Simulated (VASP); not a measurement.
# RbBr (Fm-3m) in VASP: further runs, part 2 of 2

VASP 6.6.1.

## (3) Single point, PBE

This run uses another cell than the first one, of 40.25 Å³/atom, 0.932 times its volume.

Input file INCAR:

```
SYSTEM = RbBr
ALGO = Normal ; EDIFF = 1E-7
ENCUT = 520 ; GGA = PE
ISIF = 2 ; ISMEAR = 0
LASPH = .True. ; LCHARG = .False.
LREAL = .False. ; LWAVE = .False.
NBANDS = 15 ; NELM = 80
PREC = Accurate ; SIGMA = 0.1
```

Input file KPOINTS:

```
k-points
0
Gamma
  4 4 4
  0 0 0
```

Input file POSCAR:

```
RbBr
1.0
    0.0000000000      3.4270000000      3.4270000000
    3.4270000000      0.0000000000      3.4270000000
    3.4270000000      3.4270000000      0.0000000000
Rb Br
1 1
Direct
    0.0000000000      0.0000000000      0.0000000000
    0.5000000000      0.5000000000      0.5000000000
```

Potentials or basis: VASP PAW PBE potentials, release 64 (Rb_sv, Br).

On the command line:

```bash
> cat potpaw_PBE.64/Rb_sv/POTCAR potpaw_PBE.64/Br/POTCAR > POTCAR
> mpirun -np 1 vasp_std > vasp.out
```

OUTCAR:

```text
SYSTEM = RbBr
   EDIFF = 1E-7
   ENCUT = 520
   GGA = PE
   ISIF = 2
   ISMEAR = 0
   LASPH = .True.
   LREAL = .False.
   NELM = 80
   PREC = Accurate

 ion  position               nearest neighbor table
   1  0.000  0.000  0.000-   2 3.43   2 3.43   2 3.43   2 3.43   2 3.43   2 3.43
   2  0.500  0.500  0.500-   1 3.43   1 3.43   1 3.43   1 3.43   1 3.43   1 3.43

  LATTYP: Found a face centered cubic cell.
 ALAT       =     6.8540000000

  Lattice vectors:

 A1 = (   0.0000000000,   3.4270000000,   3.4270000000)
 A2 = (   3.4270000000,   0.0000000000,   3.4270000000)
 A3 = (   3.4270000000,   3.4270000000,   0.0000000000)

Analysis of symmetry for initial positions (statically):
=====================================================================
 Subroutine PRICEL returns:
 Original cell was already a primitive cell.

 Routine SETGRP: Setting up the symmetry group for a
 face centered cubic supercell.

 Subroutine GETGRP returns: Found 48 space group operations
 (whereof 48 operations were pure point group operations)
 out of a pool of 48 trial point group operations.

The static configuration has the point symmetry O_h .

Analysis of symmetry for dynamics (positions and initial velocities):
=====================================================================
 Subroutine PRICEL returns:
 Original cell was already a primitive cell.

 Routine SETGRP: Setting up the symmetry group for a
 face centered cubic supercell.

 Subroutine GETGRP returns: Found 48 space group operations
 (whereof 48 operations were pure point group operations)
 out of a pool of 48 trial point group operations.

The dynamic configuration has the point symmetry O_h .

 Subroutine INISYM returns: Found 48 space group operations
 (whereof 48 operations are pure point group operations),
 and found     1 'primitive' translations

[... 105 lines left out ...]
   IVDW    =     0    specifies the selected vdW correction
   LEPSILON=     F    determine dielectric tensor
   LRPA    =     F    only Hartree local field effects (RPA)
 non-spin polarized calculation
 Gauss-broadening in eV      SIGMA  =   0.10
  energy-cutoff  :      520.00
  volume of cell :       80.50
 maximum number of plane-waves:      2200
   NGX = 17   NGY = 17   NGZ = 17

 number of electron      15.9999999 magnetization

 Free energy of the ion-electron system (eV)
  ---------------------------------------------------
  ext. energy  EPLUGINS =         0.00000000
  ---------------------------------------------------
  free energy    TOTEN  =        -6.09710075 eV

  energy without entropy =       -6.09710075  energy(sigma->0) =       -6.09710075

 E-fermi :  -1.2721     XC(G=0):  -7.2334

 val. band max:       -1.7519463463   @ k =   0.0000   0.0000   0.0000
 cond. band min:       2.6103895767   @ k =   0.0000   0.0000   0.0000
 fundamental gap:      4.3623359230
 Fermi energy:        -1.2721483353

 k-point     1 :       0.0000    0.0000    0.0000
  band No.  band energies     occupation
      1     -26.1664      2.00000
      2     -13.9329      2.00000
      3     -10.2433      2.00000
      4     -10.2433      2.00000
      5     -10.2433      2.00000
      6      -1.7519      2.00000
      7      -1.7519      2.00000
      8      -1.7519      2.00000
      9       2.6104      0.00000
     10       5.5273      0.00000
     11       5.5273      0.00000
     12       5.5273      0.00000
     13       6.4156      0.00000
     14       6.4156      0.00000
[... 113 lines left out ...]
      2     -13.9070      2.00000
      3     -10.3705      2.00000
      4     -10.3705      2.00000
      5     -10.2247      2.00000
      6      -2.2453      2.00000
      7      -2.1004      2.00000
      8      -2.1004      2.00000
      9       5.3309      0.00000
     10       5.3309      0.00000
     11       6.5117      0.00000
     12       6.8646      0.00000
     13       9.1219      0.00000
     14       9.1887      0.00000
     15       9.2477      0.00000

------------------------ aborting loop because EDIFF is reached ----------------------------------------

  FORCE on cell =-STRESS in cart. coord.  units (eV):
  Direction    XX          YY          ZZ          XY          YZ          ZX
  --------------------------------------------------------------------------------------
  -------------------------------------------------------------------------------------
  Total        0.5183683      0.5183683      0.5183683     -0.0000000     -0.0000000      0.0000000
  in kB       10.3175524     10.3175524     10.3175524     -0.0000000     -0.0000000      0.0000000
  external PRESSURE =      10.3175524 kB  Pullay stress =       0.0000000 kB

 VOLUME and BASIS-vectors are now :
 -----------------------------------------------------------------------------
  energy-cutoff  :      520.00
  volume of cell :       80.50
      direct lattice vectors                 reciprocal lattice vectors
     0.000000000  3.427000000  3.427000000    -0.145900204  0.145900204  0.145900204
     3.427000000  0.000000000  3.427000000     0.145900204 -0.145900204  0.145900204
     3.427000000  3.427000000  0.000000000     0.145900204  0.145900204 -0.145900204

 POSITION                                       TOTAL-FORCE (eV/Angst)
 -----------------------------------------------------------------------------------
      0.00000      0.00000      0.00000        -0.000000      0.000000      0.000000
      3.42700      3.42700      3.42700         0.000000     -0.000000     -0.000000
 -----------------------------------------------------------------------------------
    total drift:                                0.000000      0.000000      0.000000

  FREE ENERGIE OF THE ION-ELECTRON SYSTEM (eV)
  ---------------------------------------------------
  free  energy   TOTEN  =        -6.0971007470 eV

  energy  without entropy=       -6.0971007470  energy(sigma->0) =       -6.09710075
```

OSZICAR:

```text
N       E                     dE             d eps       ncg     rms          rms(c)
DAV:   1     0.843443379804E+02    0.84344E+02   -0.67200E+03   240   0.907E+02
DAV:   2    -0.224967072073E+00   -0.84569E+02   -0.77473E+02   347   0.167E+02
DAV:   3    -0.614629060343E+01   -0.59213E+01   -0.58922E+01   310   0.446E+01
DAV:   4    -0.631450174490E+01   -0.16821E+00   -0.16819E+00   395   0.718E+00
DAV:   5    -0.631553336615E+01   -0.10316E-02   -0.10316E-02   317   0.607E-01    0.291E+00
DAV:   6    -0.610089711580E+01    0.21464E+00   -0.26523E-01   317   0.235E+00    0.193E+00
DAV:   7    -0.608469682692E+01    0.16200E-01   -0.12596E-01   317   0.172E+00    0.967E-01
DAV:   8    -0.609628331057E+01   -0.11586E-01   -0.13493E-02   262   0.684E-01    0.107E-01
DAV:   9    -0.609666318596E+01   -0.37988E-03   -0.59049E-04   338   0.124E-01    0.698E-02
DAV:  10    -0.609709540947E+01   -0.43222E-03   -0.59888E-04   254   0.130E-01    0.297E-02
DAV:  11    -0.609709451030E+01    0.89917E-06   -0.35855E-05   303   0.295E-02    0.548E-03
DAV:  12    -0.609710044197E+01   -0.59317E-05   -0.87542E-06   254   0.185E-02    0.125E-03
DAV:  13    -0.609710070630E+01   -0.26432E-06   -0.36627E-07   339   0.315E-03    0.207E-03
DAV:  14    -0.609710074698E+01   -0.40688E-07   -0.18625E-07   254   0.238E-03
   1 F= -.60971007E+01 E0= -.60971007E+01  d E =-.265879E-12
```

stdout:

```text
POSCAR found type information on POSCAR RbBr
 POSCAR found :  2 types and       2 ions
 scaLAPACK will be used
 LDA part: xc-table for (Slater+PW92), standard interpolation
 POSCAR, INCAR and KPOINTS ok, starting setup
 FFT: planning ... GRIDC
 FFT: planning ... GRID_SOFT
 FFT: planning ... GRID
 WAVECAR not read
 entering main loop
```

Wall time 8.4 s (1 thread of Intel Xeon Platinum 8488C (Sapphire Rapids), shared host); peak memory 0.19 GiB.

What came out:

* Free energy: -6.0971 eV
* Pressure: 1.0 GPa
* Band gap on the k mesh: 4.36 eV, direct
